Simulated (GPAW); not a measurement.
Here is a GPAW 26.7.0 calculation.

Contents of run.py:

```python
from ase.eos import EquationOfState
from ase.io import Trajectory
from ase.spacegroup import crystal
from ase.units import GPa
from gpaw import GPAW, PW

# Mn 4a
# O 4b
atoms = crystal(['Mn', 'O'],
                basis=[[0.0, 0.0, 0.0],
                       [0.5, 0.0, 0.0]],
                spacegroup=225, setting=1,  # Fm-3m
                cellpar=[4.44781541, 4.44781541, 4.44781541, 90.0, 90.0, 90.0],
                primitive_cell=True)
atoms.set_initial_magnetic_moments([4.0, 0.0])

traj = Trajectory('eos.traj', 'w')
volumes, energies = [], []
for x in [0.94, 0.96, 0.98, 1.0, 1.02, 1.04, 1.06]:
    a = atoms.copy()
    a.set_cell(atoms.cell * x**(1 / 3), scale_atoms=True)
    calc = GPAW(mode=PW(800),
                xc={'name': 'C09-vdW', 'backend': 'libvdwxc'},
                kpts={'size': (7, 7, 7), 'gamma': True},
                occupations={'name': 'fermi-dirac', 'width': 0.05},
                nbands=21,
                convergence={'density': 1e-05, 'energy': 1e-05},
                maxiter=150,
                txt=f'eos-{x:.2f}.txt')
    a.calc = calc
    energies.append(a.get_potential_energy(force_consistent=True))
    volumes.append(a.get_volume())
    calc.write(f'eos-{x:.2f}.gpw')
    traj.write(a)
    print(f'{x:.2f} {volumes[-1]:10.4f} A^3 {energies[-1]:14.6f} eV', flush=True)

v0, e0, B = EquationOfState(volumes, energies, eos='birchmurnaghan').fit()
print(f'V0 = {v0:.4f} A^3, E0 = {e0:.6f} eV, B0 = {B / GPa:.2f} GPa')
```

Potentials or basis: GPAW PAW data sets (gpaw-data 1.2.1), pw.

Command:

```console
$ OMP_NUM_THREADS=1 python run.py
```

Q: Predict the bulk modulus.

A: 147 GPa (rough).

Q: Estimate the equilibrium volume.

A: 10.62 Å³/atom (rough: see the caveat).

Energy against volume, from the lowest point:
```tsv
volume (Å³/atom)	energy (meV/atom)
10.339	3.69
10.559	0.00
10.779	0.94
10.999	5.59
11.219	13.02
11.439	23.12
11.659	35.44
```

Caveat: the fit is doubtful: noisy points or a state that changes with volume; the PAW data sets were made with another functional, which shifts forces and pressure a little.
